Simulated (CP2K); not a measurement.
Write the native input for CP2K 2026.2 that does the following.

```
Task                                : single point
Functional                          : PBE
Potentials or basis                 : POTENTIAL_UZH W GTH-PBE-q14; TZVP-MOLOPT-PBE-GTH basis
Density cutoff                      : 6123 eV
k mesh                              : 11 × 11 × 11
Occupations                         : fermi-dirac, width 0.05 eV
Spin                                : no spin polarisation
SCF solver                          : diagonalisation with k points
Quickstep method                    : GPW
EPS_DEFAULT                         : 1.0E-10
EPS_SCF                             : 1.0E-6
MAX_SCF                             : 100
SCF_GUESS                           : ATOMIC
k points reduced by the point group : yes
Mesh centred on Gamma               : yes
CHOLESKY                            : OFF
EPS_EIGVAL                          : 1.0E-7
MIXING METHOD                       : BROYDEN_MIXING
MIXING ALPHA                        : 0.4
NBUFFER                             : 8
NGRIDS                              : 4
Basis sets                          : W TZVP-MOLOPT-PBE-GTH-q14
Potentials                          : W GTH-PBE-q14 of POTENTIAL_UZH
ADDED_MOS                           : [11]
REL_CUTOFF (Ry)                     : 60 Ry
MIXING BETA (1/bohr)                : 1.5 1/bohr
CUTOFF of the grids                 : 450 Ry
```

W:

```xyz
1
Lattice="2.8709 0.0000 0.0000 1.4354 2.4862 0.0000 1.4354 0.8287 2.3440" Properties=species:S:1:pos:R:3 pbc="T T T"
W     0.0000    0.0000    0.0000
```

This isn't the form of W at room conditions, which is bcc.

One way to write it, as run:

w_scf.inp

```
&GLOBAL
  PROJECT w_scf
  RUN_TYPE ENERGY_FORCE
  PRINT_LEVEL LOW
&END GLOBAL
&FORCE_EVAL
  METHOD QS
  STRESS_TENSOR ANALYTICAL
  &DFT
    BASIS_SET_FILE_NAME BASIS_MOLOPT_UZH
    POTENTIAL_FILE_NAME POTENTIAL_UZH
    &MGRID
      CUTOFF 450
      REL_CUTOFF 60
      NGRIDS 4
    &END MGRID
    &QS
      METHOD GPW
      EPS_DEFAULT 1.0E-10
    &END QS
    &KPOINTS
      SCHEME MONKHORST-PACK 11 11 11
      GAMMA_CENTERED T
      SYMMETRY T
      SYMMETRY_BACKEND SPGLIB
    &END KPOINTS
    &SCF
      SCF_GUESS ATOMIC
      EPS_SCF 1.0E-6
      MAX_SCF 100
      ADDED_MOS 11
      CHOLESKY OFF
      EPS_EIGVAL 1.0E-7
      &DIAGONALIZATION ON
        ALGORITHM STANDARD
      &END DIAGONALIZATION
      &MIXING ON
        METHOD BROYDEN_MIXING
        ALPHA 0.4
        BETA 1.5
        NBUFFER 8
      &END MIXING
      &SMEAR ON
        METHOD FERMI_DIRAC
        ELECTRONIC_TEMPERATURE 580.23
      &END SMEAR
    &END SCF
    &XC
      &XC_FUNCTIONAL PBE
      &END XC_FUNCTIONAL
    &END XC
    &PRINT
      &KPOINTS ON
      &END KPOINTS
      &MULLIKEN ON
      &END MULLIKEN
      &MO ON
        ENERGIES T
        OCCUPATION_NUMBERS T
        &EACH
          QS_SCF 0
        &END EACH
        ADD_LAST NUMERIC
      &END MO
      &LOWDIN ON
      &END LOWDIN
      &HIRSHFELD ON
        SHAPE_FUNCTION DENSITY
      &END HIRSHFELD
      &E_DENSITY_CUBE ON
        STRIDE 1
      &END E_DENSITY_CUBE
      &V_HARTREE_CUBE ON
        STRIDE 1
      &END V_HARTREE_CUBE
      &ELF_CUBE ON
        STRIDE 1
      &END ELF_CUBE
    &END PRINT
  &END DFT
  &SUBSYS
    &CELL
      ABC 2.8708535316 2.8708535316 2.8708535316
      ALPHA_BETA_GAMMA 60.0000000006 59.9999999999 59.9999999999
      PERIODIC XYZ
    &END CELL
    &COORD
      SCALED
      W   0.0000000000 0.0000000000 0.0000000000
    &END COORD
    &KIND W
      BASIS_SET TZVP-MOLOPT-PBE-GTH-q14
      POTENTIAL GTH-PBE-q14
    &END KIND
    &PRINT
      &ATOMIC_COORDINATES ON
      &END ATOMIC_COORDINATES
      &CELL ON
      &END CELL
    &END PRINT
  &END SUBSYS
  &PRINT
    &FORCES ON
    &END FORCES
    &STRESS_TENSOR ON
    &END STRESS_TENSOR
  &END PRINT
&END FORCE_EVAL
```

Potentials or basis: POTENTIAL_UZH W GTH-PBE-q14; TZVP-MOLOPT-PBE-GTH basis.

The run is started by

```console
$ OMP_NUM_THREADS=1 cp2k.psmp -i w_scf.inp -o w_scf.out
```

It gave:

* Pressure: -6.6 GPa
* Band gap on the k mesh: none (metal or under the smearing width)

Caveat: the basis of atomic orbitals isn't converged, which shifts pressures, moduli and gaps.

Run time: 110 s on 1 thread of Intel(R) Xeon(R) Platinum 8488C (Sapphire Rapids), on a shared host, peak memory 0.34 GiB.
